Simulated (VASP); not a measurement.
# ZnSe (Stilleite) (F-43m) in VASP: notebook

The runs below take ZnSe (Stilleite) through band structure, electric field gradients, with TB-mBJ, r2SCAN+D3(BJ).

All numbers are computed with VASP 6.6.1; they aren't measurements. Logs are shortened: lines on timing, memory, paths and dates and some standing lists are left out, and cuts for length are marked.

**What was measured.**

From “Alloy Disordering Effects on the Thermal Conductivity and Energy Gap Temperature Dependence of Cd1−xZnxSe Ternary Crystals Grown by the Bridgman Method”, 2023, pmc:10253836, for a bulk crystal of ZnSe at 300 K: band gap 2.695 ± 0.003 eV (an exciton energy, a little under the gap).

How close the calculation comes is told below.

**1. Starting point**

It takes space group F-43m (No. 216, cubic). Conventional cell: a = 5.668 Å, b = 5.668 Å, c = 5.668 Å, α = 90.00°, β = 90.00°, γ = 90.00°. Around Se (site symmetry -43m) lie 4 Zn at 2.45 Å. Zn (site symmetry -43m) is surrounded by 4 Se at 2.45 Å.

**2. Band structure, TB-mBJ**

Input file POSCAR:

```
ZnSe
1.0
    0.0000000000      2.8338000000      2.8338000000
    2.8338000000      0.0000000000      2.8338000000
    2.8338000000      2.8338000000      0.0000000000
Se Zn
1 1
Direct
    0.7500000000      0.7500000000      0.7500000000
    0.0000000000      0.0000000000      0.0000000000
```

Input file INCAR.step1:

```
SYSTEM = ZnSe
ALGO = Normal
EDIFF = 1E-5
ENCUT = 520
GGA = PE
ISIF = 2
ISMEAR = 0
LASPH = .True.
LCHARG = .False.
LREAL = .False.
LWAVE = .True.
NELM = 80
PREC = Accurate
SIGMA = 0.02
```

Input file INCAR.step2:

```
SYSTEM = ZnSe
ALGO = Normal
EDIFF = 1E-7
ENCUT = 520
ISIF = 2
ISMEAR = 0
ISTART = 1
LASPH = .True.
LCHARG = .False.
LREAL = .False.
LWAVE = .False.
METAGGA = MBJ
NELM = 80
PREC = Accurate
SIGMA = 0.02
```

Input file KPOINTS:

```
k-points
0
Gamma
  8 8 8
  0 0 0
```

Input file KPOINTS_OPT:

```
path GXWKGLUWLK,UX
10
line-mode
reciprocal
 0.0000000000  0.0000000000  0.0000000000  G
 0.5000000000  0.0000000000  0.5000000000  X

 0.5000000000  0.0000000000  0.5000000000  X
 0.5000000000  0.2500000000  0.7500000000  W

 0.5000000000  0.2500000000  0.7500000000  W
 0.3750000000  0.3750000000  0.7500000000  K

 0.3750000000  0.3750000000  0.7500000000  K
 0.0000000000  0.0000000000  0.0000000000  G

 0.0000000000  0.0000000000  0.0000000000  G
 0.5000000000  0.5000000000  0.5000000000  L

 0.5000000000  0.5000000000  0.5000000000  L
 0.6250000000  0.2500000000  0.6250000000  U

 0.6250000000  0.2500000000  0.6250000000  U
 0.5000000000  0.2500000000  0.7500000000  W

 0.5000000000  0.2500000000  0.7500000000  W
 0.5000000000  0.5000000000  0.5000000000  L

 0.5000000000  0.5000000000  0.5000000000  L
 0.3750000000  0.3750000000  0.7500000000  K

 0.6250000000  0.2500000000  0.6250000000  U
 0.5000000000  0.0000000000  0.5000000000  X
```

Potentials or basis: VASP PAW PBE potentials, release 64 (Se, Zn).

Command:

```
$ cat potpaw_PBE.64/Se/POTCAR potpaw_PBE.64/Zn/POTCAR > POTCAR
$ cp INCAR.step1 INCAR
$ mpirun -np 1 vasp_std > vasp.out
$ cp INCAR.step2 INCAR
$ mpirun -np 1 vasp_std > vasp.out
```

OUTCAR:

```text
SYSTEM = ZnSe
   EDIFF = 1E-7
   ENCUT = 520
   ISIF = 2
   ISMEAR = 0
   ISTART = 1
   LASPH = .True.
   LREAL = .False.
   METAGGA = MBJ
   NELM = 80
   PREC = Accurate

 ion  position               nearest neighbor table
   1  0.750  0.750  0.750-   2 2.45   2 2.45   2 2.45   2 2.45
   2  0.000  0.000  0.000-   1 2.45   1 2.45   1 2.45   1 2.45

  LATTYP: Found a face centered cubic cell.
 ALAT       =     5.6676000000

  Lattice vectors:

 A1 = (   0.0000000000,   2.8338000000,   2.8338000000)
 A2 = (   2.8338000000,   0.0000000000,   2.8338000000)
 A3 = (   2.8338000000,   2.8338000000,   0.0000000000)

Analysis of symmetry for initial positions (statically):
=====================================================================
 Subroutine PRICEL returns:
 Original cell was already a primitive cell.

 Routine SETGRP: Setting up the symmetry group for a
 face centered cubic supercell.

 Subroutine GETGRP returns: Found 24 space group operations
 (whereof 24 operations were pure point group operations)
 out of a pool of 48 trial point group operations.

The static configuration has the point symmetry T_d .

Analysis of symmetry for dynamics (positions and initial velocities):
=====================================================================
 Subroutine PRICEL returns:
 Original cell was already a primitive cell.

 Routine SETGRP: Setting up the symmetry group for a
 face centered cubic supercell.

 Subroutine GETGRP returns: Found 24 space group operations
 (whereof 24 operations were pure point group operations)
 out of a pool of 48 trial point group operations.

The dynamic configuration has the point symmetry T_d .

 Subroutine INISYM returns: Found 24 space group operations
 (whereof 24 operations are pure point group operations),
 and found     1 'primitive' translations

----------------------------------------------------------------------------------------

                                     Primitive cell

  volume of cell :      45.5132

  direct lattice vectors                    reciprocal lattice vectors
     0.000000000  2.833800000  2.833800000    -0.176441527  0.176441527  0.176441527
     2.833800000  0.000000000  2.833800000     0.176441527 -0.176441527  0.176441527
     2.833800000  2.833800000  0.000000000     0.176441527  0.176441527 -0.176441527

  length of vectors
     4.007598393  4.007598393  4.007598393     0.305605690  0.305605690  0.305605690

  position of ions in fractional coordinates (direct lattice)
     0.750000000  0.750000000  0.750000000
     0.000000000  0.000000000  0.000000000

  ion indices of the primitive-cell ions
   primitive index   ion index
                 1           1
                 2           2

----------------------------------------------------------------------------------------

 KPOINTS: k-points

Automatic generation of k-mesh.
 Grid dimensions read from file:
 generate k-points for:    8    8    8

 Generating k-lattice:

  Cartesian coordinates                     Fractional coordinates (reciprocal lattice)
    -0.022055191  0.022055191  0.022055191     0.125000000  0.000000000  0.000000000
     0.022055191 -0.022055191  0.022055191     0.000000000  0.125000000  0.000000000
     0.022055191  0.022055191 -0.022055191     0.000000000  0.000000000  0.125000000

  Length of vectors
     0.038200711  0.038200711  0.038200711

  Shift w.r.t. Gamma in fractional coordinates (k-lattice)
     0.000000000  0.000000000  0.000000000

 Subroutine IBZKPT returns following result:
 ===========================================

 Found     29 irreducible k-points:

 Following reciprocal coordinates:
            Coordinates               Weight
  0.000000  0.000000  0.000000      1.000000
  0.125000  0.000000  0.000000      8.000000
  0.250000  0.000000  0.000000      8.000000
  0.375000  0.000000  0.000000      8.000000
  0.500000  0.000000  0.000000      4.000000
  0.125000  0.125000  0.000000      6.000000
[... 16 lines left out ...]
  0.500000  0.250000  0.125000     48.000000
 -0.375000  0.250000  0.125000     24.000000
 [... further k-points ...]
   k-points           NKPTS =     29   k-points in BZ     NKDIM =     29   number of bands    NBANDS=     13
   number of dos      NEDOS =    301   number of ions     NIONS =      2
   total plane-waves  NPLWV =  27000
   dimension x,y,z NGX =    30 NGY =   30 NGZ =   30
   dimension x,y,z NGXF=    60 NGYF=   60 NGZF=   60
   ions per type =               1   1
   NGX,Y,Z   is equivalent  to a cutoff of  12.44, 12.44, 12.44 a.u.
   NGXF,Y,Z  is equivalent  to a cutoff of  24.89, 24.89, 24.89 a.u.
 SYSTEM =  ZnSe
   PREC   = accura    normal or accurate (medium, high low for compatibility)
   ISTART =      1    job   : 0-new  1-cont  2-samecut
   ICHARG =      0    charge: 1-file 2-atom 10-const
   ISPIN  =      1    spin polarized calculation?
   LNONCOLLINEAR =      F non collinear calculations
   LSORBIT =      F    spin-orbit coupling
   LASPH  =      T    aspherical Exc in radial PAW
   ENCUT  =  520.0 eV  38.22 Ry    6.18 a.u.   7.45  7.45  7.45*2*pi/ulx,y,z
   NELM   =     80;   NELMIN=  2; NELMDL=  0     # of ELM steps
   EDIFF  = 0.1E-06   stopping-criterion for ELM
   LREAL  =      F    real-space projection
[... 7 lines left out ...]
   TEBEG  =    0.0;   TEEND  =   0.0 temperature during run
   PSTRESS=    0.0 pullay stress
   NELECT =      18.0000    total number of electrons
   NUPDOWN=      -1.0000    fix difference up-down
   EMIN   =  10.00;   EMAX   =-10.00  energy-range for DOS
   EFERMI =   0.00;   METHOD = LEGACY
   ISMEAR =     0;   SIGMA  =   0.02  broadening in eV -4-tet -1-fermi 0-gaus
   EFERMI_NEDOS =   21; number of points for ismear=-14 and -15
   IALGO  =     38    algorithm
   IMIX   =      4    mixing-type and parameters
     AMIX     =   0.40;   BMIX     =  1.00
     AMIX_MAG =   1.60;   BMIX_MAG =  1.00
  volume/ion in A,a.u.               =      22.76       153.57
  Fermi-wavevector in a.u.,A,eV,Ry     =   1.201673  2.270834 19.647073  1.444019
  Thomas-Fermi vector in A             =   2.337476
   LORBIT       =      0    0 simple, 1 ext, 2 COOP (PROOUT), +10 PAW based schemes
   METAGGA = MBJ    functional components
   LHFCALC =     F    Hartree Fock is set to
   AEXX    =    0.0000 exact exchange contribution
   IVDW    =     0    specifies the selected vdW correction
   LEPSILON=     F    determine dielectric tensor
   LRPA    =     F    only Hartree local field effects (RPA)
 non-spin polarized calculation
 Gauss-broadening in eV      SIGMA  =   0.02
  energy-cutoff  :      520.00
  volume of cell :       45.51
 maximum number of plane-waves:      1243
 NGX is ok and might be reduce to    30
   NGX = 15   NGY = 15   NGZ = 15

 number of electron      18.0000012 magnetization

 Free energy of the ion-electron system (eV)
  ---------------------------------------------------
  ext. energy  EPLUGINS =         0.00000000
  ---------------------------------------------------
  free energy    TOTEN  =       224.11875507 eV

  energy without entropy =      224.11875507  energy(sigma->0) =      224.11875507

 E-fermi :   1.9471     XC(G=0):  -8.4127

 val. band max:        1.8467710991   @ k =   0.0000   0.0000   0.0000
 cond. band min:       4.6109484246   @ k =   0.0000   0.0000   0.0000
 fundamental gap:      2.7641773255
 Fermi energy:         1.9471350302

 k-point     1 :       0.0000    0.0000    0.0000
  band No.  band energies     occupation
      1     -11.1337      2.00000
      2      -4.3736      2.00000
      3      -4.3736      2.00000
      4      -4.3730      2.00000
      5      -3.9289      2.00000
      6      -3.9289      2.00000
      7       1.8463      2.00000
      8       1.8463      2.00000
      9       1.8468      2.00000
     10       4.6109      0.00000
     11       8.4987      0.00000
     12       8.4987      0.00000
     13       8.5042      0.00000

 k-point     2 :       0.1250    0.0000    0.0000
  band No.  band energies     occupation
      1     -11.0401      2.00000
      2      -4.3589      2.00000
      3      -4.3576      2.00000
      4      -4.3571      2.00000
      5      -3.9304      2.00000
      6      -3.9303      2.00000
      7       0.8404      2.00000
      8       1.7144      2.00000
      9       1.7151      2.00000
     10       5.3584      0.00000
     11       8.4567      0.00000
     12       8.7434      0.00000
     13       8.7482      0.00000

 k-point     3 :       0.2500    0.0000    0.0000
  band No.  band energies     occupation
      1     -10.7985      2.00000
      2      -4.3210      2.00000
      3      -4.3207      2.00000
      4      -4.2834      2.00000
      5      -3.9303      2.00000
      6      -3.9301      2.00000
      7      -0.7777      2.00000
      8       1.4259      2.00000
      9       1.4270      2.00000
     10       5.8194      0.00000
     11       9.0854      0.00000
     12       9.0893      0.00000
     13       9.3065      0.00000
[... 305 lines left out ...]
 k-point    23 :       0.5000    0.2500    0.1250
  band No.  band energies     occupation
      1     -10.3876      2.00000
      2      -4.2615      2.00000
      3      -4.2377      2.00000
      4      -4.0586      2.00000
      5      -3.9201      2.00000
      6      -3.8894      2.00000
      7      -2.0180      2.00000
      8      -0.1521      2.00000
      9       0.7102      2.00000
     10       7.1149      0.00000
     11       8.2400      0.00000
     12       9.3575      0.00000
     13      10.8377      0.00000

 k-point    24 :      -0.3750    0.2500    0.1250
  band No.  band energies     occupation
      1     -10.2892      2.00000
      2      -4.2513      2.00000
      3      -4.2242      2.00000
      4      -3.9677      2.00000
      5      -3.9273      2.00000
      6      -3.7676      2.00000
      7      -2.5327      2.00000
      8      -0.2678      2.00000
      9       0.5419      2.00000
     10       7.0759      0.00000
     11       8.1829      0.00000
     12      10.0524      0.00000
     13      11.2420      0.00000

 [... further k-points ...]
[... 5 lines left out ...]
  --------------------------------------------------------------------------------------
  -------------------------------------------------------------------------------------
  Total      -82.9164851    -82.9164851    -82.9164851     -0.0000000      0.0000000      0.0000000
  in kB    -2918.8641516  -2918.8641516  -2918.8641516     -0.0000000      0.0000000      0.0000000
  external PRESSURE =   -2918.8641516 kB  Pullay stress =       0.0000000 kB

 VOLUME and BASIS-vectors are now :
 -----------------------------------------------------------------------------
  energy-cutoff  :      520.00
  volume of cell :       45.51
      direct lattice vectors                 reciprocal lattice vectors
     0.000000000  2.833800000  2.833800000    -0.176441527  0.176441527  0.176441527
     2.833800000  0.000000000  2.833800000     0.176441527 -0.176441527  0.176441527
     2.833800000  2.833800000  0.000000000     0.176441527  0.176441527 -0.176441527

 POSITION                                       TOTAL-FORCE (eV/Angst)
 -----------------------------------------------------------------------------------
      4.25070      4.25070      4.25070        -0.000000     -0.000000     -0.000000
      0.00000      0.00000      0.00000         0.000000      0.000000      0.000000
 -----------------------------------------------------------------------------------
    total drift:                               -0.000405     -0.000405     -0.000405

  FREE ENERGIE OF THE ION-ELECTRON SYSTEM (eV)
  ---------------------------------------------------
  free  energy   TOTEN  =       224.1187550667 eV

  energy  without entropy=      224.1187550667  energy(sigma->0) =      224.11875507
```

Wall time 96 s (1 thread of Intel Xeon Platinum 8559C (Emerald Rapids), shared host); peak memory 0.19 GiB.

Results:

```
Band gap on the k mesh  : 2.76 eV, direct
Band gap along the path : 2.76 eV, direct
```

Levels at the corners of the path, in eV from the valence-band top:
```
point  band 6  band 7  band 8  band 9  band 10  band 11  band 12  band 13
    Γ   -5.78    0.00    0.00    0.00     2.76     6.65     6.65     6.66
    X   -5.63   -4.23   -1.99   -1.98     3.93     4.39    11.78    12.42
    X   -5.63   -4.23   -1.99   -1.98     3.93     4.39    11.78    12.41
    W   -5.53   -4.13   -2.51   -2.37     6.17     6.45     7.99     8.40
    W   -5.53   -4.13   -2.51   -2.37     6.17     6.45     7.99     8.40
    K   -5.56   -4.18   -2.78   -1.62     4.53     6.41     9.79    10.02
    K   -5.56   -4.18   -2.78   -1.62     4.53     6.41     9.79    10.02
    Γ   -5.78    0.00    0.00    0.00     2.76     6.65     6.65     6.66
    Γ   -5.78    0.00    0.00    0.00     2.76     6.65     6.65     6.66
    L   -5.66   -4.72   -0.78   -0.78     3.75     7.10     7.10     9.67
    L   -5.66   -4.72   -0.78   -0.78     3.75     7.10     7.10     9.67
    U   -5.56   -4.18   -2.78   -1.62     4.53     6.41     9.79    10.02
    U   -5.56   -4.18   -2.78   -1.62     4.53     6.41     9.79    10.02
    W   -5.53   -4.13   -2.51   -2.37     6.17     6.45     7.99     8.40
    W   -5.53   -4.13   -2.51   -2.37     6.17     6.45     7.99     8.40
    L   -5.66   -4.72   -0.78   -0.78     3.75     7.10     7.10     9.67
    L   -5.66   -4.72   -0.78   -0.78     3.75     7.10     7.10     9.67
    K   -5.56   -4.18   -2.78   -1.62     4.53     6.41     9.79    10.02
    U   -5.56   -4.18   -2.78   -1.62     4.53     6.41     9.79    10.02
    X   -5.63   -4.23   -1.99   -1.98     3.93     4.39    11.78    12.41
```

Caveat: the PAW data sets were made with another functional, which shifts forces and pressure a little.

(Continued in part 2 of 2.)
